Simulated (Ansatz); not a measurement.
**Ge: further runs on the relaxed cell**

An exercise on one series of results from a longer session: the logs are not shown, and one member is left open.

Program: Ansatz 0.2.0. Level of theory: DFT PBE, scalar-relativistic, plane waves, PAW. These are calculated values, not measurements.

### The structure to begin with

Symmetry: P4_32_12, No. 96, tetragonal system. Conventional cell: a = 6.017 Å, b = 6.017 Å, c = 7.141 Å, α = 90.00°, β = 90.00°, γ = 90.00°. Around Ge (site symmetry 2) lie 4 Ge at 2.52 to 2.53 Å. Ge (site symmetry 1) has 4 Ge at 2.52 to 2.55 Å as nearest neighbours.

Structure file:

```cif
data_structure
_symmetry_space_group_name_H-M 'P 1'
_symmetry_Int_Tables_number 1
_cell_length_a 6.0172
_cell_length_b 6.0172
_cell_length_c 7.1411
_cell_angle_alpha 90.000
_cell_angle_beta 90.000
_cell_angle_gamma 90.000
_cell_volume 258.55
loop_
_atom_site_label
_atom_site_type_symbol
_atom_site_fract_x
_atom_site_fract_y
_atom_site_fract_z
_atom_site_occupancy
Ge1 Ge 0.08695 0.08695 0.00000 1
Ge2 Ge 0.41305 0.58695 0.75000 1
Ge3 Ge 0.91305 0.91305 0.50000 1
Ge4 Ge 0.58695 0.41305 0.25000 1
Ge5 Ge 0.17021 0.37038 0.25138 1
Ge6 Ge 0.12962 0.67021 0.00138 1
Ge7 Ge 0.82979 0.62962 0.75138 1
Ge8 Ge 0.87038 0.32979 0.50138 1
Ge9 Ge 0.67021 0.12962 0.99862 1
Ge10 Ge 0.62962 0.82979 0.24862 1
Ge11 Ge 0.32979 0.87038 0.49862 1
Ge12 Ge 0.37038 0.17021 0.74862 1
```

This cell was relaxed beforehand with the same method: volume 21.55 Å³/atom, gap on the mesh 0.35 eV.

Set-up of the first run:

input.yaml

```yaml
crystal:
  lattice:
    - [6.0172035997, 0.0, 0.0]
    - [0.0, 6.0172035997, 0.0]
    - [0.0, 0.0, 7.1410731696]
  atoms:
    - { symbol: Ge, position: [0.0869493827, 0.0869493827, 0.0] }
    - { symbol: Ge, position: [0.4130506173, 0.5869493827, 0.75] }
    - { symbol: Ge, position: [0.9130506173, 0.9130506173, 0.5] }
    - { symbol: Ge, position: [0.5869493827, 0.4130506173, 0.25] }
    - { symbol: Ge, position: [0.1702147706, 0.3703776505, 0.2513803923] }
    - { symbol: Ge, position: [0.1296223495, 0.6702147706, 0.0013803923] }
    - { symbol: Ge, position: [0.8297852294, 0.6296223495, 0.7513803923] }
    - { symbol: Ge, position: [0.8703776505, 0.3297852294, 0.5013803923] }
    - { symbol: Ge, position: [0.6702147706, 0.1296223495, -0.0013803923] }
    - { symbol: Ge, position: [0.6296223495, 0.8297852294, 0.2486196077] }
    - { symbol: Ge, position: [0.3297852294, 0.8703776505, 0.4986196077] }
    - { symbol: Ge, position: [0.3703776505, 0.1702147706, 0.7486196077] }
basis:
  ecutwfc: 420
kpoints:
  mp_grid: { grid: [6, 6, 6] }
hamiltonian:
  xc: pbesol
scf:
  occupations: { method: gaussian, width: 0.02 }
output:
  forces: true
  stress: true
  eigenvalues: true
relax:
  adjacent_minimum: "off"
  f_tol: 0.005
  max_steps: 50
  cell: { stress_tol: 0.05 }
```

Run with:

```sh
$ ansatz run input.yaml --threads 4 --pin off --max-ram 10240MiB --backend cpu --events-out ev --progress --plain --runs-dir out
```

Steps of the session up to this table: Relaxing with PBEsol; The cell under PBE+D3(BJ); Relaxing with LDA; The cell under r2SCAN.

One of the session's tables, all rows but one given; the rest of the session is left out.

```
functional  a (Å)  b (Å)  c (Å)  volume (Å³/atom)  gap on the mesh (eV)
       PBE  6.017  6.017  7.141             21.55                  0.35
    PBEsol  5.926  5.926  6.966             20.39                  0.45
PBE+D3(BJ)  5.953  5.953  6.970             20.59                  0.45
       LDA      ?      ?      ?                 ?                     ?
    r2SCAN  5.949  5.949  7.085             20.90                  0.74
```

Estimate the missing values for LDA.

**Answer.** a (Å): 5.874; b (Å): 5.874; c (Å): 6.912; volume (Å³/atom): 19.88; gap on the mesh (eV): 0.49. In the column «a (Å)» it is the lowest.

The volumes rise in the order LDA, PBEsol, PBE+D3(BJ), r2SCAN, PBE, over 8.4 %. PBEsol comes nearest to the reported cell (-0.3 %), which holds thermal expansion that these runs lack.
